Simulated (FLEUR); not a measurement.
# V (Im-3m) in FLEUR: a series of runs

One crystal, V, is run at these levels: SCAN; tasks: band structure, equation of state.

Program: FLEUR MaX-R8.1 (later development tree). These are calculated values, not measurements. Logs are shortened: lines on timing, memory, paths and dates and some standing lists are left out, and cuts for length are marked.

### 1 The crystal as given

Symmetry: Im-3m, No. 229, cubic system. Conventional cell: a = 3.029 Å, b = 3.029 Å, c = 3.029 Å, α = 90.00°, β = 90.00°, γ = 90.00°. Around V (site symmetry m-3m) lie 8 V at 2.62 Å.

### 2 Band structure, SCAN, collinear spin, ferromagnetic start

inp.xml

```xml
<?xml version="1.0" encoding="UTF-8" standalone="no"?>
<fleurInput fleurInputVersion="0.39">
   <comment>
      V                                                                                                   
   </comment>
   <calculationSetup>
      <cutoffs Kmax="4.26" Gmax="13.2" GmaxXC="13.2" numbands="0"/>
      <scfLoop itmax="80" minDistance="0.0001" maxIterBroyd="30" imix="Anderson" alpha="0.05" precondParam="0.0" spinf="2.0" sdNocoIR="T"/>
      <coreElectrons ctail="F" frcor="F" kcrel="0" coretail_lmax="0"/>
      <xcFunctional name="LibXC" relativisticCorrections="F">
         <LibXCName exchange="mgga_x_scan" correlation="mgga_c_scan"/>
         <AuxGGA exchange="117" correlation="130"/>
      </xcFunctional>
      <magnetism jspins="2"/>
      <soc l_soc="F" theta="0.0" phi="0.0" spav="F"/>
      <expertModes spex="0" secvar="F"/>
      <geometryOptimization l_f="F" forcealpha="1.0" forcemix="BFGS" epsdisp="0.00001" epsforce="0.00001"/>
      <ldaU l_linMix="F" mixParam="0.05" spinf="1.0"/>
   </calculationSetup>
   <cell>
      <bzIntegration valenceElectrons="13.0" mode="hist" fermiSmearingEnergy="0.00183747">
         <kPointListSelection listName="default-1"/>
         <!-- k-points included here -->
         <xi:include xmlns:xi="http://www.w3.org/2001/XInclude" href="kpts.xml"> </xi:include>
      </bzIntegration>
      <!-- symmetry operations included here -->
      <xi:include xmlns:xi="http://www.w3.org/2001/XInclude" href="sym.xml"> </xi:include>
      <bulkLattice scale="1.0">
         <bravaisMatrix>
            <row-1>   -2.8617067567880099     2.8617067567880099     2.8617067567880099</row-1>
            <row-2>    2.8617067567880099    -2.8617067567880099     2.8617067567880099</row-2>
            <row-3>    2.8617067567880099     2.8617067567880099    -2.8617067567880099</row-3>
         </bravaisMatrix>
      </bulkLattice>
   </cell>
   <atomSpecies>
      <species name="Vanadium (2.000" element="V" atomicNumber="23">
         <mtSphere radius="2.3" gridPoints="761" logIncrement="0.016"/>
         <atomicCutoffs lmax="9" lnonsphr="9"/>
         <electronConfig flipSpins="F">
            <coreConfig>(1s1/2) (2s1/2) (2p1/2) (2p3/2)</coreConfig>
            <valenceConfig>(3s1/2) (3p1/2) (3p3/2) (4s1/2) (3d3/2) (3d5/2)</valenceConfig>
            <stateOccupation state="(3d3/2)" spinUp="0.7" spinDown="0.5"/>
            <stateOccupation state="(3d5/2)" spinUp="1.8" spinDown="0.0"/>
         </electronConfig>
         <energyParameters s="4" p="4" d="3" f="4"/>
         <lo type="SCLO" l="0" n="3" eDeriv="0"/>
         <lo type="SCLO" l="1" n="3" eDeriv="0"/>
         <lo type="SCLO" l="1" n="3" eDeriv="1"/>
         <lo type="SCLO" l="2" n="3" eDeriv="2"/>
         <lo type="SCLO" l="3" n="4" eDeriv="2"/>
      </species>
   </atomSpecies>
   <atomGroups>
      <atomGroup species="Vanadium (2.000">
         <relPos label="                   1">.0000000000 .0000000000 .0000000000</relPos>
         <force calculate="T" relaxXYZ="TTT"/>
      </atomGroup>
   </atomGroups>
   <output dos="F" band="F" slice="F">
      <checks vchk="F" cdinf="F"/>
      <bandDOS minEnergy="-.5*Htr" maxEnergy="0.5*Htr" sigma="0.015" storeEVData="T"/>
      <vacuumDOS vacdos="F" integ="F" star="F" nstars="0" locx1="0.0" locy1="0.0" locx2="0.0" locy2="0.0" nstm="0" tworkf="0.0"/>
      <unfoldingBand unfoldBand="F" supercellX="1" supercellY="1" supercellZ="1"/>
      <plotting iplot="0" polar="F">
         <plot TwoD="T" vec1="  1.0  0.0  0.0" vec2="  0.0  1.0  0.0" vec3="  0.0  0.0  1.0" zero="  0.0  0.0  0.0" file="plot"/>
      </plotting>
      <chargeDensitySlicing numkpt="0" minEigenval="0.0" maxEigenval="0.0" nnne="0" pallst="F"/>
      <specialOutput eonly="F"/>
      <moessbauerParams electricFieldGradient="T" isomerShift="T" coreHyperfine="T" valenceHyperfine="T"/>
      <magneticCircularDichroism mcd="F" energyLo="-10.0" energyUp="0.0"/>
   </output>
  <!-- We include the file relax.xml here to enable relaxations (see documentation) -->
  <xi:include xmlns:xi="http://www.w3.org/2001/XInclude" href="relax.xml"> <xi:fallback/> </xi:include>
</fleurInput>
```

crystal.txt

```
V
&input cartesian=F /
-1.5143500000  1.5143500000  1.5143500000
1.5143500000  -1.5143500000  1.5143500000
1.5143500000  1.5143500000  -1.5143500000
1.8897261246
1.0 1.0 1.0

1
23 0.0000000000  0.0000000000  0.0000000000 : 2.000

&kpt div1=12 div2=12 div3=12 gamma=T /
```

inp.xml (bands)

```
<?xml version="1.0" encoding="UTF-8" standalone="no"?>
<fleurInput fleurInputVersion="0.39">
   <comment>
      V                                                                                                   
   </comment>
   <calculationSetup>
      <cutoffs Kmax="4.26" Gmax="13.2" GmaxXC="13.2" numbands="0"/>
      <scfLoop itmax="80" minDistance="0.0001" maxIterBroyd="30" imix="Anderson" alpha="0.05" precondParam="0.0" spinf="2.0" sdNocoIR="T"/>
      <coreElectrons ctail="F" frcor="F" kcrel="0" coretail_lmax="0"/>
      <xcFunctional name="LibXC" relativisticCorrections="F">
         <LibXCName exchange="mgga_x_scan" correlation="mgga_c_scan"/>
         <AuxGGA exchange="117" correlation="130"/>
      </xcFunctional>
      <magnetism jspins="2"/>
      <soc l_soc="F" theta="0.0" phi="0.0" spav="F"/>
      <expertModes spex="0" secvar="F"/>
      <geometryOptimization l_f="F" forcealpha="1.0" forcemix="BFGS" epsdisp="0.00001" epsforce="0.00001"/>
      <ldaU l_linMix="F" mixParam="0.05" spinf="1.0"/>
   </calculationSetup>
   <cell>
      <bzIntegration valenceElectrons="13.0" mode="hist" fermiSmearingEnergy="0.00183747">
         <kPointListSelection listName="path-1"/>
         <!-- k-points included here -->
         <xi:include xmlns:xi="http://www.w3.org/2001/XInclude" href="kpts.xml"> </xi:include>
      </bzIntegration>
      <!-- symmetry operations included here -->
      <xi:include xmlns:xi="http://www.w3.org/2001/XInclude" href="sym.xml"> </xi:include>
      <bulkLattice scale="1.0">
         <bravaisMatrix>
            <row-1>   -2.8617067567880099     2.8617067567880099     2.8617067567880099</row-1>
            <row-2>    2.8617067567880099    -2.8617067567880099     2.8617067567880099</row-2>
            <row-3>    2.8617067567880099     2.8617067567880099    -2.8617067567880099</row-3>
         </bravaisMatrix>
      </bulkLattice>
   </cell>
   <atomSpecies>
      <species name="Vanadium (2.000" element="V" atomicNumber="23">
         <mtSphere radius="2.3" gridPoints="761" logIncrement="0.016"/>
         <atomicCutoffs lmax="9" lnonsphr="9"/>
         <electronConfig flipSpins="F">
            <coreConfig>(1s1/2) (2s1/2) (2p1/2) (2p3/2)</coreConfig>
            <valenceConfig>(3s1/2) (3p1/2) (3p3/2) (4s1/2) (3d3/2) (3d5/2)</valenceConfig>
            <stateOccupation state="(3d3/2)" spinUp="0.7" spinDown="0.5"/>
            <stateOccupation state="(3d5/2)" spinUp="1.8" spinDown="0.0"/>
         </electronConfig>
         <energyParameters s="4" p="4" d="3" f="4"/>
         <lo type="SCLO" l="0" n="3" eDeriv="0"/>
         <lo type="SCLO" l="1" n="3" eDeriv="0"/>
         <lo type="SCLO" l="1" n="3" eDeriv="1"/>
         <lo type="SCLO" l="2" n="3" eDeriv="2"/>
         <lo type="SCLO" l="3" n="4" eDeriv="2"/>
      </species>
   </atomSpecies>
   <atomGroups>
      <atomGroup species="Vanadium (2.000">
         <relPos label="                   1">.0000000000 .0000000000 .0000000000</relPos>
         <force calculate="T" relaxXYZ="TTT"/>
      </atomGroup>
   </atomGroups>
   <output dos="F" band="T" slice="F">
      <checks vchk="F" cdinf="F"/>
      <bandDOS minEnergy="-.5*Htr" maxEnergy="0.5*Htr" sigma="0.015" storeEVData="T"/>
      <vacuumDOS vacdos="F" integ="F" star="F" nstars="0" locx1="0.0" locy1="0.0" locx2="0.0" locy2="0.0" nstm="0" tworkf="0.0"/>
      <unfoldingBand unfoldBand="F" supercellX="1" supercellY="1" supercellZ="1"/>
      <plotting iplot="0" polar="F">
         <plot TwoD="T" vec1="  1.0  0.0  0.0" vec2="  0.0  1.0  0.0" vec3="  0.0  0.0  1.0" zero="  0.0  0.0  0.0" file="plot"/>
      </plotting>
      <chargeDensitySlicing numkpt="0" minEigenval="0.0" maxEigenval="0.0" nnne="0" pallst="F"/>
      <specialOutput eonly="F"/>
      <moessbauerParams electricFieldGradient="T" isomerShift="T" coreHyperfine="T" valenceHyperfine="T"/>
      <magneticCircularDichroism mcd="F" energyLo="-10.0" energyUp="0.0"/>
   </output>
  <!-- We include the file relax.xml here to enable relaxations (see documentation) -->
  <xi:include xmlns:xi="http://www.w3.org/2001/XInclude" href="relax.xml"> <xi:fallback/> </xi:include>
</fleurInput>
```

Potentials or basis: all-electron, FLAPW.

On the command line:

```
inpgen -f crystal.txt -profile fastHighL
# inp.xml edited to the form shown
fleur_MPI
fleur_MPI   # second run, on inp.xml (bands)
```

The program printed:

```text
Welcome to FLEUR        (www.flapw.de)
      MaX-Release 8.1          (www.max-centre.eu)
 func_ids         267         263         267         263
 MetaGGA potential functional detected - V_tau will be computed
 Auxiliary Potential for radial basis: exchange=         117  correlation=         130
The functional 'SCAN exchange of Sun, Ruzsinszky, and Perdew' is an exchange functional, it belongs to the 'MGGA' family and is defined in the reference(s):
[1] J. Sun, A. Ruzsinszky, and J. P. Perdew.,  Phys. Rev. Lett. 115, 036402 (2015)
The functional 'SCAN correlation of Sun, Ruzsinszky, and Perdew' is a correlation functional, it belongs to the 'MGGA' family and is defined in the reference(s):
[1] J. Sun, A. Ruzsinszky, and J. P. Perdew.,  Phys. Rev. Lett. 115, 036402 (2015)
 Using same functional for VXC and EXC

 ========== k-point set info ==========
 Selected k-point list: default-1
 k-point list type: mesh
 12 x 12 x 12
 Number of k points: 72

 ------------Calculation Setup---------------------------
 Number of MPI-tasks      :            1
 Number of PE/node        :            1
 Number of OMP-threads    :            1
 Most efficient MPI parallelization for:
           1           2           3           4           6           8           9          12          18          24          36          72
 Additional eigenvalue parallelization possible
 Number of basis functions:          175
 Approximate size of matrices (H+S) per k-point:         0.000 GB
 --------------------------------------------------------
The functional 'Hammer, Hansen, and Norskov' is an exchange functional, it belongs to the 'GGA' family and is defined in the reference(s):
[1] B. Hammer, L. B. Hansen, and J. K. Nørskov.,  Phys. Rev. B 59, 7413 (1999)
The functional 'Perdew, Burke & Ernzerhof' is a correlation functional, it belongs to the 'GGA' family and is defined in the reference(s):
[1] J. P. Perdew, K. Burke, and M. Ernzerhof.,  Phys. Rev. Lett. 77, 3865 (1996)
[2] J. P. Perdew, K. Burke, and M. Ernzerhof.,  Phys. Rev. Lett. 78, 1396 (1997)
 Using same functional for VXC and EXC
 Using auxiliary GGA potential for the first iteration of MetaGGA calculation.
 Reset of history
 Reset of history
 Iteration:     1   Distance:      27.29212206 me/bohr^3
The functional 'Hammer, Hansen, and Norskov' is an exchange functional, it belongs to the 'GGA' family and is defined in the reference(s):
[1] B. Hammer, L. B. Hansen, and J. K. Nørskov.,  Phys. Rev. B 59, 7413 (1999)
The functional 'Perdew, Burke & Ernzerhof' is a correlation functional, it belongs to the 'GGA' family and is defined in the reference(s):
[1] J. P. Perdew, K. Burke, and M. Ernzerhof.,  Phys. Rev. Lett. 77, 3865 (1996)
[2] J. P. Perdew, K. Burke, and M. Ernzerhof.,  Phys. Rev. Lett. 78, 1396 (1997)
 Using same functional for VXC and EXC
 Iteration:     2   Distance:      25.16474411 me/bohr^3
The functional 'Hammer, Hansen, and Norskov' is an exchange functional, it belongs to the 'GGA' family and is defined in the reference(s):
[1] B. Hammer, L. B. Hansen, and J. K. Nørskov.,  Phys. Rev. B 59, 7413 (1999)
The functional 'Perdew, Burke & Ernzerhof' is a correlation functional, it belongs to the 'GGA' family and is defined in the reference(s):
[1] J. P. Perdew, K. Burke, and M. Ernzerhof.,  Phys. Rev. Lett. 77, 3865 (1996)
[2] J. P. Perdew, K. Burke, and M. Ernzerhof.,  Phys. Rev. Lett. 78, 1396 (1997)
 Using same functional for VXC and EXC
 Iteration:     3   Distance:      23.53442117 me/bohr^3
The functional 'Hammer, Hansen, and Norskov' is an exchange functional, it belongs to the 'GGA' family and is defined in the reference(s):
[1] B. Hammer, L. B. Hansen, and J. K. Nørskov.,  Phys. Rev. B 59, 7413 (1999)
The functional 'Perdew, Burke & Ernzerhof' is a correlation functional, it belongs to the 'GGA' family and is defined in the reference(s):
[1] J. P. Perdew, K. Burke, and M. Ernzerhof.,  Phys. Rev. Lett. 77, 3865 (1996)
[2] J. P. Perdew, K. Burke, and M. Ernzerhof.,  Phys. Rev. Lett. 78, 1396 (1997)
 Using same functional for VXC and EXC
 Iteration:     4   Distance:      12.49844008 me/bohr^3
The functional 'Hammer, Hansen, and Norskov' is an exchange functional, it belongs to the 'GGA' family and is defined in the reference(s):
[1] B. Hammer, L. B. Hansen, and J. K. Nørskov.,  Phys. Rev. B 59, 7413 (1999)
The functional 'Perdew, Burke & Ernzerhof' is a correlation functional, it belongs to the 'GGA' family and is defined in the reference(s):
[1] J. P. Perdew, K. Burke, and M. Ernzerhof.,  Phys. Rev. Lett. 77, 3865 (1996)
[2] J. P. Perdew, K. Burke, and M. Ernzerhof.,  Phys. Rev. Lett. 78, 1396 (1997)
 Using same functional for VXC and EXC
 Iteration:     5   Distance:      14.74075508 me/bohr^3
The functional 'Hammer, Hansen, and Norskov' is an exchange functional, it belongs to the 'GGA' family and is defined in the reference(s):
[... 109 lines left out ...]
 Using same functional for VXC and EXC
 Iteration:    21   Distance:       0.00044900 me/bohr^3
The functional 'Hammer, Hansen, and Norskov' is an exchange functional, it belongs to the 'GGA' family and is defined in the reference(s):
[1] B. Hammer, L. B. Hansen, and J. K. Nørskov.,  Phys. Rev. B 59, 7413 (1999)
The functional 'Perdew, Burke & Ernzerhof' is a correlation functional, it belongs to the 'GGA' family and is defined in the reference(s):
[1] J. P. Perdew, K. Burke, and M. Ernzerhof.,  Phys. Rev. Lett. 77, 3865 (1996)
[2] J. P. Perdew, K. Burke, and M. Ernzerhof.,  Phys. Rev. Lett. 78, 1396 (1997)
 Using same functional for VXC and EXC
 Iteration:    22   Distance:       0.00014511 me/bohr^3
The functional 'Hammer, Hansen, and Norskov' is an exchange functional, it belongs to the 'GGA' family and is defined in the reference(s):
[1] B. Hammer, L. B. Hansen, and J. K. Nørskov.,  Phys. Rev. B 59, 7413 (1999)
The functional 'Perdew, Burke & Ernzerhof' is a correlation functional, it belongs to the 'GGA' family and is defined in the reference(s):
[1] J. P. Perdew, K. Burke, and M. Ernzerhof.,  Phys. Rev. Lett. 77, 3865 (1996)
[2] J. P. Perdew, K. Burke, and M. Ernzerhof.,  Phys. Rev. Lett. 78, 1396 (1997)
 Using same functional for VXC and EXC
 Iteration:    23   Distance:       0.00014301 me/bohr^3
The functional 'Hammer, Hansen, and Norskov' is an exchange functional, it belongs to the 'GGA' family and is defined in the reference(s):
[1] B. Hammer, L. B. Hansen, and J. K. Nørskov.,  Phys. Rev. B 59, 7413 (1999)
The functional 'Perdew, Burke & Ernzerhof' is a correlation functional, it belongs to the 'GGA' family and is defined in the reference(s):
[1] J. P. Perdew, K. Burke, and M. Ernzerhof.,  Phys. Rev. Lett. 77, 3865 (1996)
[2] J. P. Perdew, K. Burke, and M. Ernzerhof.,  Phys. Rev. Lett. 78, 1396 (1997)
 Using same functional for VXC and EXC
 Iteration:    24   Distance:       0.00001264 me/bohr^3

 ********************************************************************
 Run finished successfully
 Stop message:
   all done
 ********************************************************************
```

It took 41 s on 1 thread of Arm Neoverse V2, shared host; peak memory 0.11 GiB.

Results:

- Free energy: -25839.5233 eV
- Band gap along the path: none (metal or under the smearing width)
- Net moment: 0.58 μB per cell
- Site moments: V +0.47 μB
- Valence electrons inside the program's atomic spheres: V 11.42 (radii V 2.3 bohr)

Levels at the corners of the path, in eV from the Fermi level:
Spin up:
| point | band 5 | band 6 | band 7 | band 8 | band 9 | band 10 |
| --- | --- | --- | --- | --- | --- | --- |
| Γ | -7.25 | -0.06 | -0.06 | -0.06 | 2.53 | 2.53 |
| H | -2.99 | -2.99 | 3.34 | 3.34 | 3.34 | 9.71 |
| N | -3.55 | -1.59 | 1.17 | 2.35 | 2.87 | 3.73 |
| Γ | -7.25 | -0.06 | -0.06 | -0.06 | 2.53 | 2.53 |
| P | -1.58 | -1.58 | -1.58 | 2.94 | 2.94 | 10.15 |
| H | -2.99 | -2.99 | 3.34 | 3.34 | 3.34 | 9.71 |
| P | -1.58 | -1.58 | -1.58 | 2.94 | 2.94 | 10.15 |
| N | -3.55 | -1.59 | 1.17 | 2.35 | 2.87 | 3.73 |
Spin down:
```csv
point,band 4,band 5,band 6,band 7,band 8,band 9
Γ,-38.39,-6.73,0.83,0.83,0.83,2.58
H,-38.96,-2.87,-2.87,4.11,4.11,4.11
N,-38.40,-3.01,-0.75,1.59,2.66,2.93
Γ,-38.39,-6.73,0.83,0.83,0.83,2.58
P,-38.80,-0.87,-0.87,-0.87,3.00,3.00
H,-38.96,-2.87,-2.87,4.11,4.11,4.11
P,-38.80,-0.87,-0.87,-0.87,3.00,3.00
N,-38.40,-3.01,-0.75,1.59,2.66,2.93
```

Core levels (eV from the Fermi level):
| atom | levels |
| --- | --- |
| 1 V | 1s1/2 -5358.2, 2s1/2 -596.6, 2p1/2 -501.6, 2p3/2 -494.5 |

Caveat: the meta-GGA is that of a development version, with a GGA for the radial functions and cores and without core tails.

(Continued in part 2 of 2.)
